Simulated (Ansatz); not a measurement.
Structure relaxation of B3P

Method: DFT PBE, scalar-relativistic, plane waves, PAW (Ansatz). Cutoff 420 eV, Γ-centred k mesh, Gaussian smearing, no spin polarisation in the final step.

The start is a random cell of B3P without symmetry, drawn with lower limits on the distances.

```yaml
crystal:
  lattice:
    - [4.40591, 0.00000, 0.00000]
    - [0.30814, 3.40960, 0.00000]
    - [-0.17775, 0.81277, 2.54679]
  atoms:
    - { symbol: B, position: [0.44722, 0.28602, 0.77277] }
    - { symbol: B, position: [0.90004, 0.56394, 0.54386] }
    - { symbol: B, position: [0.38412, 0.47489, 0.20910] }
    - { symbol: P, position: [0.22688, 0.72984, 0.47951] }
```

Cell and atoms relax at zero pressure; the relaxation can't lower the symmetry of the start. After a coarse first stage the cell is made exact in the group found at 0.06 Å.

The zero of energy is the elements' standard structures at the same level; no fitted shifts are applied.

Question: Describe the relaxed structure.

Answer: It ends in C2 (No. 5). Conventional cell: a = 3.926 Å, b = 4.914 Å, c = 3.890 Å, β = 105.0°. B on Wyckoff site b (1 atom of the primitive cell) has 4 B at 1.75–1.82 Å; around B on Wyckoff site c (2 atoms of the primitive cell) lie 3 B at 1.75–1.90 Å and 2 P at 1.95–2.00 Å; P is coordinated by 4 B at 1.95–2.00 Å.

```
B P
1.0
     1.96284   -2.45702    0.00000
     1.96284    2.45702    0.00000
    -1.00847    0.00000    3.75730
B P
3 1
Direct
  0.22211 0.77789 0.50000
  0.74865 0.67083 0.68799
  0.32917 0.25135 0.31201
  0.75526 0.24474 0.00000
```

Question: What are its volume, energy, density and gap?

Answer: The volume per atom is 9.06 Å³, the density is 2.91 g/cm³ and the energy over the elements is 0.12 eV/atom. The gap on the 16×16×12 mesh is 0 eV (a metal).

The final run used a 16×16×12 mesh on its 4-atom cell and 0.10 eV smearing. The k mesh leaves about 4 meV/atom of noise in metals. Symmetry constrained the relaxation, so the result can be a saddle point. The steps took roughly 2.5 core-minutes in all.